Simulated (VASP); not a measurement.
# Cd (P6_3/mmc) in VASP: a series of runs

One crystal, Cd, is run at these levels: PBE, PBEsol; tasks: relaxation of cell and atoms.

Everything below comes from runs of VASP 6.6.1. Logs are shortened: lines on timing, memory, paths and dates and some standing lists are left out, and cuts for length are marked.

## (1) The structure

It takes space group P6_3/mmc (No. 194, hexagonal). Conventional cell: a = 3.013 Å, b = 3.013 Å, c = 5.862 Å, α = 90.00°, β = 90.00°, γ = 120.00°. Around Cd (site symmetry -6m2) lie 12 Cd at 3.01 to 3.41 Å.

## (2) Relaxation of cell and atoms, PBE

File INCAR:

```
SYSTEM = Cd
PREC = Accurate
ENCUT = 600
EDIFF = 1E-7
ISMEAR = 1
SIGMA = 0.1
LREAL = .FALSE.
LASPH = .TRUE.
NELM = 80
ALGO = Normal
ISIF = 3
LWAVE = .FALSE.
LCHARG = .FALSE.
GGA = PE
IBRION = 2
NSW = 90
EDIFFG = -0.005
```

File KPOINTS:

```
regular mesh
0
G
  15 15 7
  0 0 0
```

File POSCAR:

```
Cd                                      
1.0
    3.0130690751      0.0000000000      0.0000000000
   -1.5065345376      2.6093943625      0.0000000000
    0.0000000000      0.0000000000      5.8616698931
  Cd            
     2
Direct
     0.3333333332999970    0.6666666667000030    0.2500000000000000
     0.6666666667000030    0.3333333332999970    0.7500000000000000
```

Potentials or basis: VASP PAW PBE potentials, release 64 (Cd).

Launch:

```sh
$ cat potpaw_PBE.64/Cd/POTCAR > POTCAR
$ mpirun -np 1 vasp_std > vasp.out
```

OUTCAR:

```text
SYSTEM = Cd
   PREC = Accurate
   ENCUT = 600
   EDIFF = 1E-7
   ISMEAR = 1
   LREAL = .FALSE.
   LASPH = .TRUE.
   NELM = 80
   ISIF = 3
   GGA = PE
   IBRION = 2
   NSW = 90
   EDIFFG = -0.005

 ion  position               nearest neighbor table
   1  0.333  0.667  0.250-   2 3.41   2 3.41   2 3.41   2 3.41   2 3.41   2 3.41
   2  0.667  0.333  0.750-   1 3.41   1 3.41   1 3.41   1 3.41   1 3.41   1 3.41

  LATTYP: Found a hexagonal cell.
 ALAT       =     3.0130690751
 C/A-ratio  =     1.9454150393

  Lattice vectors:

 A1 = (   3.0130690751,   0.0000000000,   0.0000000000)
 A2 = (  -1.5065345376,   2.6093943625,   0.0000000000)
 A3 = (   0.0000000000,   0.0000000000,   5.8616698931)

Analysis of symmetry for initial positions (statically):
=====================================================================
 Subroutine PRICEL returns:
 Original cell was already a primitive cell.

 Routine SETGRP: Setting up the symmetry group for a
 hexagonal supercell.

 Subroutine GETGRP returns: Found 24 space group operations
 (whereof 12 operations were pure point group operations)
 out of a pool of 24 trial point group operations.

The static configuration has the point symmetry D_3d.
 The point group associated with its full space group is D_6h.

Analysis of symmetry for dynamics (positions and initial velocities):
=====================================================================
 Subroutine PRICEL returns:
 Original cell was already a primitive cell.

 Routine SETGRP: Setting up the symmetry group for a
 hexagonal supercell.

 Subroutine GETGRP returns: Found 24 space group operations
 (whereof 12 operations were pure point group operations)
 out of a pool of 24 trial point group operations.

The dynamic configuration has the point symmetry D_3d.
 The point group associated with its full space group is D_6h.

 Subroutine INISYM returns: Found 24 space group operations
 (whereof 12 operations are pure point group operations),
 and found     1 'primitive' translations

----------------------------------------------------------------------------------------

                                     Primitive cell

  volume of cell :      46.0861

  direct lattice vectors                    reciprocal lattice vectors
     3.013069075  0.000000000  0.000000000     0.331887512  0.191615345  0.000000000
    -1.506534538  2.609394362  0.000000000     0.000000000  0.383230689  0.000000000
[... 98 lines left out ...]
   EMIN   =  10.00;   EMAX   =-10.00  energy-range for DOS
   EFERMI =   0.00;   METHOD = LEGACY
   ISMEAR =     1;   SIGMA  =   0.10  broadening in eV -4-tet -1-fermi 0-gaus
   EFERMI_NEDOS =   21; number of points for ismear=-14 and -15
   IALGO  =     38    algorithm
   IMIX   =      4    mixing-type and parameters
     AMIX     =   0.40;   BMIX     =  1.00
     AMIX_MAG =   1.60;   BMIX_MAG =  1.00
  volume/ion in A,a.u.               =      23.04       155.50
  Fermi-wavevector in a.u.,A,eV,Ry     =   1.317109  2.488976 23.603077  1.734777
  Thomas-Fermi vector in A             =   2.447174
   LORBIT       =      0    0 simple, 1 ext, 2 COOP (PROOUT), +10 PAW based schemes
   GGA     = PE    functional components
   LHFCALC =     F    Hartree Fock is set to
   AEXX    =    0.0000 exact exchange contribution
   IVDW    =     0    specifies the selected vdW correction
   LEPSILON=     F    determine dielectric tensor
   LRPA    =     F    only Hartree local field effects (RPA)
 conjugate gradient relaxation of ions
 non-spin polarized calculation
 Methfessel and Paxton  Order N= 1 SIGMA  =   0.10
  energy-cutoff  :      600.00
  volume of cell :       46.09
 maximum number of plane-waves:      1572
   NGX = 13   NGY = 13   NGZ = 23

--------------------------------------- Ionic step        1  -------------------------------------------

 number of electron      23.9999996 magnetization

 Free energy of the ion-electron system (eV)
  ---------------------------------------------------
  ext. energy  EPLUGINS =         0.00000000
  ---------------------------------------------------
  free energy    TOTEN  =        -1.49904762 eV

  energy without entropy =       -1.49896587  energy(sigma->0) =       -1.49902037

------------------------ aborting loop because EDIFF is reached ----------------------------------------

  FORCE on cell =-STRESS in cart. coord.  units (eV):
  Direction    XX          YY          ZZ          XY          YZ          ZX
  --------------------------------------------------------------------------------------
  -------------------------------------------------------------------------------------
  Total       -0.0258174     -0.0258174     -0.0261116      0.0000000      0.0000000      0.0000000
  in kB       -0.8975393     -0.8975393     -0.9077663      0.0000000      0.0000000      0.0000000
  external PRESSURE =      -0.9009483 kB  Pullay stress =       0.0000000 kB
[... 95 lines left out ...]
--------------------------------------- Ionic step        4  -------------------------------------------

 number of electron      23.9999995 magnetization

 Free energy of the ion-electron system (eV)
  ---------------------------------------------------
  ext. energy  EPLUGINS =         0.00000000
  ---------------------------------------------------
  free energy    TOTEN  =        -1.49907780 eV

  energy without entropy =       -1.49899696  energy(sigma->0) =       -1.49905085

 E-fermi :   2.5769     XC(G=0): -10.6946

 val. band max:        2.5675333714   @ k =   0.2667   0.2000   0.0000
 cond. band min:       2.6964174571   @ k =   0.3333   0.1333   0.0000
 fundamental gap:      0.1288840857
 Fermi energy:         2.5768947196

 k-point     1 :       0.0000    0.0000    0.0000
  band No.  band energies     occupation
      1      -7.1553      2.00000
      2      -6.9637      2.00000
      3      -6.6034      2.00000
      4      -6.6034      2.00000
      5      -6.5661      2.00000
      6      -6.5661      2.00000
[... 433 lines left out ...]
      3      -6.7795      2.00000
      4      -6.5230      2.00000
      5      -6.4598      2.00000
      6      -6.2673      2.00000
[... 8 lines left out ...]
     15       6.3951      0.00000
     16       6.5183      0.00000

 [... further k-points ...]

------------------------ aborting loop because EDIFF is reached ----------------------------------------

  FORCE on cell =-STRESS in cart. coord.  units (eV):
  Direction    XX          YY          ZZ          XY          YZ          ZX
  --------------------------------------------------------------------------------------
  -------------------------------------------------------------------------------------
  Total        0.0050960      0.0050960     -0.0009403     -0.0000000     -0.0000000      0.0000000
  in kB        0.1775365      0.1775365     -0.0327596     -0.0000000     -0.0000000      0.0000000
  external PRESSURE =       0.1074378 kB  Pullay stress =       0.0000000 kB
[... 17 lines left out ...]
  FREE ENERGIE OF THE ION-ELECTRON SYSTEM (eV)
  ---------------------------------------------------
  free  energy   TOTEN  =        -1.4990778000 eV

  energy  without entropy=       -1.4989969568  energy(sigma->0) =       -1.49905085

 reached required accuracy - stopping structural energy minimisation
```

OSZICAR:

```text
N       E                     dE             d eps       ncg     rms          rms(c)
DAV:   1     0.178612465136E+03    0.17861E+03   -0.14334E+04  3456   0.166E+03
DAV:   2     0.218649041684E+01   -0.17643E+03   -0.17201E+03  3496   0.387E+02
[... 24 lines left out ...]
   3 F= -.14990743E+01 E0= -.14990407E+01  d E =-.266677E-04
       N       E                     dE             d eps       ncg     rms          rms(c)
DAV:   1    -0.149911260955E+01   -0.38349E-04   -0.12688E-03  3712   0.346E-01    0.338E-02
DAV:   2    -0.149908524732E+01    0.27362E-04   -0.40812E-05  3816   0.864E-02    0.152E-02
DAV:   3    -0.149907853803E+01    0.67093E-05   -0.71107E-06  3800   0.260E-02    0.839E-03
DAV:   4    -0.149907776252E+01    0.77551E-06   -0.23481E-06  3880   0.149E-02    0.242E-03
DAV:   5    -0.149907779997E+01   -0.37448E-07   -0.20083E-07  2520   0.539E-03
   4 F= -.14990778E+01 E0= -.14990509E+01  d E =-.351378E-05
```

CONTCAR:

```text
Cd
   1.00000000000000
     3.0113731653548275    0.0000000000000324    0.0000000000000000
    -1.5056865827273573    2.6079256615779589    0.0000000000000000
    -0.0000000000000000    0.0000000000000000    5.8559309749373885
  Cd
     2
Direct
     0.3333333332999970    0.6666666667000030    0.2500000000000000
     0.6666666667000030    0.3333333332999970    0.7500000000000000

  0.00000000E+00  0.00000000E+00  0.00000000E+00
  0.00000000E+00  0.00000000E+00  0.00000000E+00
```

Run time: 54 s. Hardware: 1 thread of Intel Xeon 6975P-C (Granite Rapids), shared host; peak memory 0.23 GiB.

What came out:

```yaml
Free_energy: -1.4991 eV
Relaxed_volume: 22.99 Å³/atom
Relaxed_cell: a = 3.011 Å, b = 3.011 Å, c = 5.856 Å, α = 90.00°, β = 90.00°, γ = 120.00°
Space_group_after_relaxing_to_0.05_Å: P6_3/mmc (No. 194)
Energy_gained_by_relaxing: 0.0 meV/atom
Ionic_steps: 4
Pressure_after_relaxing: 0.0 GPa
Band_gap_on_the_k_mesh: none (metal or under the smearing width)
```

Final structure:
```cif
data_structure
_symmetry_space_group_name_H-M 'P 1'
_symmetry_Int_Tables_number 1
_cell_length_a 3.0114
_cell_length_b 3.0114
_cell_length_c 5.8559
_cell_angle_alpha 90.000
_cell_angle_beta 90.000
_cell_angle_gamma 120.000
_cell_volume 45.99
loop_
_atom_site_label
_atom_site_type_symbol
_atom_site_fract_x
_atom_site_fract_y
_atom_site_fract_z
_atom_site_occupancy
Cd1 Cd 0.33333 0.66667 0.25000 1
Cd2 Cd 0.66667 0.33333 0.75000 1
```

[end of part 1 of 2]
